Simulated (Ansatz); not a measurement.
Boltzmann transport of TiAl3 at constant τ

Level of theory: DFT PBE, scalar-relativistic, plane waves, PAW in Ansatz. Cutoff 420 eV, 10×10×10 k-points (Γ-centred), Fermi-Dirac smearing of 0.15 eV. No spin polarisation.

Equilibrium structure at this level:
```xyz
4
Lattice="3.9823 0.0000 0.0000 0.0000 3.9823 0.0000 0.0000 0.0000 3.9823" Properties=species:S:1:pos:R:3 pbc="T T T"
Ti    0.0000    0.0000    0.0000
Al    1.9912    1.9912    0.0000
Al    1.9912    0.0000    1.9912
Al    0.0000    1.9912    1.9912
```

In a metal these results depend on the k mesh and the smearing.

Constant relaxation time and rigid bands. The levels are interpolated over the whole zone and filled by a Fermi function at the stated temperature, with the chemical potential set by the electron count. Seebeck coefficients of a few μV/K are small differences and uncertain even in sign.

(1) Give the Drude plasma energies, the density of states at the chemical potential and σ/τ at 300 K.

(2) And the Seebeck coefficient (μV/K)?

## Answers

(1)
- Plasma energy xx, yy, zz: 5.89, 5.89, 5.89 eV
- Density of states (thermally broadened): 2.29 states/eV/cell
- Conductivity over τ, xx, yy, zz: 7.1, 7.1, 7.1 ×10²⁰ (Ω·m·s)⁻¹

(2)
| T (K) | Sxx | Syy | Szz |
| --- | --- | --- | --- |
| 300 | -4.1 | -4.1 | -4.1 |
| 600 | -7.1 | -7.1 | -7.1 |
| 900 | -8.2 | -8.2 | -8.2 |

This form isn't the usual stable structure of the compound.

Cost: 1 run of about 1.4 core-minutes, on Intel Xeon Platinum 8175M (Skylake/Cascade Lake) (shared hosts).